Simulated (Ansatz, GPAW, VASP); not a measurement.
One calculation of Nb, 4 ways

```
CELL_PARAMETERS angstrom
-1.66395 1.66395 1.66395
1.66395 -1.66395 1.66395
1.66395 1.66395 -1.66395
ATOMIC_POSITIONS crystal
Nb 0.00000 0.00000 0.00000
```

Alike in all runs: task single point; functional PBE; k mesh 11 × 11 × 11; occupations gaussian, width 0.05 eV; no spin polarisation; no spin-orbit coupling. Pressure is positive in compression and, in plane waves, holds the error of the finite cutoff, which Ansatz's Pulay term estimates and takes out.

```json
{"program and potentials": "Ansatz, Ansatz PAW", "plane-wave cutoff (eV)": "420", "notes": "Pulay term of +0.03 GPa included", "pressure (GPa)": "-1.81"}
{"program and potentials": "VASP, PBE PAW files Nb_sv_GW, 550 eV", "plane-wave cutoff (eV)": "550", "notes": "-", "pressure (GPa)": "-2.86"}
{"program and potentials": "Ansatz, all-electron LAPW, scalar-relativistic", "plane-wave cutoff (eV)": "-", "notes": "-", "pressure (GPa)": "-1.82"}
{"program and potentials": "GPAW, GPAW PAW data sets (gpaw-data 1.2.1)", "plane-wave cutoff (eV)": "600", "notes": "-", "pressure (GPa)": "-2.56"}
```

The pressure spans -2.86 (VASP, PBE PAW files Nb_sv_GW, 550 eV) to -1.81 GPa (Ansatz, Ansatz PAW), with all-electron results at -1.82.

The functional is the same throughout but for its coding, so the spread measures potentials, basis and numerics; runs on potential files found faulty are left out.

All four runs put this body-centred cubic niobium cell under tension, so at the PBE level it is larger than its equilibrium volume and would contract if relaxed. The sign is therefore secure, while the size of the pressure depends on the implementation. The Ansatz PAW value of -1.81 GPa practically coincides with the all-electron -1.82 GPa, whereas GPAW and VASP give stronger tension, at -2.56 and -2.86 GPa, probably through differences in how their data sets describe the 4s and 4p semicore and 4d valence states.

Niobium magnifies such differences. Its partly filled 4d band has mostly bonding states occupied, which gives strong cohesion and a high bulk modulus, so even a slight shift in equilibrium lattice constant appears as a sizeable pressure at fixed volume. The spread thus suggests only a small disagreement in lattice constant, not a different picture of the bonding. A single volume cannot show whether the codes also differ in compressibility.
